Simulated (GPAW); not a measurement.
Wanted: an ASE script for a GPAW 26.7.0 run.

* Task: relaxation of cell and atoms
* Functional: PBEsol
* Potentials or basis: PAW data sets generated in the run's folder for this functional
* Cutoff: 600 eV
* Basis: pw
* k mesh: 10 × 10 × 6
* Occupations: fermi-dirac, width 0.05 eV
* Spin: no spin polarisation
* Maxiter: 150
* Optimizer: BFGS
* Fmax: 0.02 eV/Å
* Max steps: 60
* Convergence: density=1e-05 forces=0.0001

Crystal: Cu.

```
CELL_PARAMETERS angstrom
2.53410 0.00000 0.00000
-1.26705 2.19459 0.00000
0.00000 0.00000 4.11257
ATOMIC_POSITIONS crystal
Cu 0.66667 0.33333 0.75000
Cu 0.33333 0.66667 0.25000
```

This isn't the form of Cu at room conditions, which is fcc.

The input as run:

run.py

```python
from ase import Atoms
from ase.filters import FrechetCellFilter
from ase.io import write
from ase.optimize import BFGS
from gpaw import GPAW, PW, setup_paths

setup_paths.insert(0, '.')

atoms = Atoms(['Cu', 'Cu'],
              cell=[[2.5340966698, 0.0, 0.0],
                    [-1.2670483349, 2.1945920917, 0.0],
                    [0.0, 0.0, 4.112571]],
              scaled_positions=[[0.6666666667, 0.3333333333, 0.75],
                                [0.3333333333, 0.6666666667, 0.25]],
              pbc=True)

calc = GPAW(mode=PW(600),
            xc='PBEsol',
            kpts={'size': (10, 10, 6), 'gamma': True},
            occupations={'name': 'fermi-dirac', 'width': 0.05},
            nbands=23,
            convergence={'density': 1e-05, 'forces': 0.0001},
            maxiter=150,
            txt='gpaw.txt')
atoms.calc = calc
opt = BFGS(FrechetCellFilter(atoms), trajectory='relax.traj', logfile='-')
done = opt.run(fmax=0.02, steps=60)
calc.write('gs.gpw')
write('result.traj', atoms)
print('Converged:', done)
print('Cell:', atoms.cell.cellpar().round(4))
print('Volume:', round(atoms.get_volume(), 4))
print(atoms.get_scaled_positions().round(5))
```

Potentials or basis: PAW data sets generated in the run's folder for this functional, pw.

Run with:

```sh
$ gpaw-setup -f PBEsol Cu
$ OMP_NUM_THREADS=1 python run.py
```

Results of the run:

- Relaxed volume: 11.48 Å³/atom
- Relaxed cell: a = 2.538 Å, b = 2.538 Å, c = 4.117 Å, α = 90.00°, β = 90.00°, γ = 120.00°
- Space group after relaxing (to 0.05 Å): P6_3/mmc (No. 194)
- Energy gained by relaxing: 0.2 meV/atom
- Ionic steps: 3
- Pressure after relaxing: 0.0 GPa
- Band gap on the k mesh: none (metal or under the smearing width)

Caveat: with this Cu data set, volumes or pressures lay over 1.5 % or 2 GPa off other programs in two to four cells of ten; later steps reuse the first step's grids.

Wall time 48 s on 1 thread of Arm Neoverse V2 (shared host), peak memory 0.21 GiB.
